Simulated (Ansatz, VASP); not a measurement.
This is a calculation of SnSe for Ansatz 0.2.0.

input.yaml

```yaml
crystal:
  lattice:
    - [0.0, 3.01, 3.01]
    - [3.01, 0.0, 3.01]
    - [3.01, 3.01, 0.0]
  atoms:
    - { symbol: Sn, position: [0.0, 0.0, 0.0] }
    - { symbol: Se, position: [0.5, 0.5, 0.5] }
kpoints:
  mp_grid: { grid: [5, 5, 5] }
scf:
  occupations: { method: fermi_dirac, width: 0.03 }
hamiltonian:
  xc: pbe
  pseudopotentials: { kind: all_electron, lapw: { basis_error: 0.003 } }
output:
  forces: true
  stress: true
  eigenvalues: true
```

Potentials or basis: all-electron LAPW, scalar-relativistic.

Command:

```console
$ ansatz run input.yaml --threads 1 --pin off --max-ram 2560MiB --backend cpu --events-out ev --progress --plain --runs-dir out
```

Question: Translate it to VASP 6.6.1. Potentials there: VASP PAW PBE potentials, release 64 (Sn_d, Se).

Answer: As run (the cutoff follows the program's own potentials):

File INCAR:

```
SYSTEM = SnSe
PREC = Accurate ; ENCUT = 520
EDIFF = 1E-6 ; ISMEAR = -1
SIGMA = 0.03 ; LREAL = .False.
LASPH = .True. ; NELM = 100
ALGO = Normal ; ISIF = 2
LWAVE = .False. ; LCHARG = .True.
GGA = PE ; LELF = .True.
LVHAR = .True. ; NBANDS = 17
```

Contents of KPOINTS:

```
regular mesh
0
Gamma
  5 5 5
  0 0 0
```

File POSCAR:

```
SnSe
1.0
    0.0000000000      3.0100000000      3.0100000000
    3.0100000000      0.0000000000      3.0100000000
    3.0100000000      3.0100000000      0.0000000000
Sn Se
1 1
Direct
    0.0000000000      0.0000000000      0.0000000000
    0.5000000000      0.5000000000      0.5000000000
```

Potentials or basis: VASP PAW PBE potentials, release 64 (Sn_d, Se).

Launch:

```console
$ cat potpaw_PBE.64/Sn_d/POTCAR potpaw_PBE.64/Se/POTCAR > POTCAR
$ mpirun -np 1 vasp_std > vasp.out
```

Both were run:

|  | VASP | Ansatz | Ansatz less VASP |
| --- | --- | --- | --- |
| gap on the k mesh at the Fermi level (eV) | 0.94 | 0.94 | +0.001 |
| least direct gap on the mesh (eV) | 0.94 | 0.94 | +0.001 |
| pressure (GPa) | 0.7 | 0.8 | +0.02 |

Ansatz ran all-electron here, so the differences hold the error of VASP's frozen core and of both bases.
